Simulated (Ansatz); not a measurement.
## Uniaxial strain in ZnS

Cell: a structure deposited in the COD, whose atoms a relaxation with PBE at fixed cell left in place.

```
Zn S
1.0
     0.00000    2.70725    2.70725
     2.70725    0.00000    2.70725
     2.70725    2.70725    0.00000
Zn S
1 1
Direct
  0.00000 0.00000 0.00000
  0.25000 0.25000 0.25000
```

Atom numbers follow the list; atoms alike are taken as one site, whose name carries the number of the first.

Method: Kohn–Sham DFT in Ansatz, PBE, plane waves and PAW, scalar-relativistic, 420 eV cutoff, Γ-centred 14×14×14 k-points, Fermi–Dirac smearing 0.02 eV.

The cell is stretched along z (the third Cartesian axis of the run's cell), x and y held, and the ions relax again each time. Tension counts as positive.

```
strain along z (%)  stress along z (GPa)  stress along x (GPa)  gap on the k-mesh (eV)
                -3                  -4.3                  -3.2                    2.15
                -2                  -3.2                  -2.5                    2.12
                -1                  -2.2                  -1.8                    2.10
                 0                  -1.2                  -1.2                    2.08
                +1                     ?                     ?                       ?
                +2                   0.8                   0.0                    1.97
                +3                   1.8                   0.5                    1.92
```

**Question.** Estimate the row at +1 % from the others.

**Answer.** stress along z (GPa): -0.2; stress along x (GPa): -0.6; gap on the k-mesh (eV): 2.03. Worked: parabolas through the other 6 rows give -0.2 and -0.6 GPa at +1 %. Their slopes at zero strain are 102 GPa (C₁₁) and 61 GPa (C₁₂). They hold at this cell, where the calculated pressure is 1.2 GPa. The gap follows one line under compression (-21 meV per per cent of strain) and another under tension (-55), as when strain splits band edges that were equal; the line on its own side gives 2.03 eV for the withheld row.

PBE gaps are too small, by a third to a half in many semiconductors; their changes with strain are better.

All values belong to this cell and structure model.
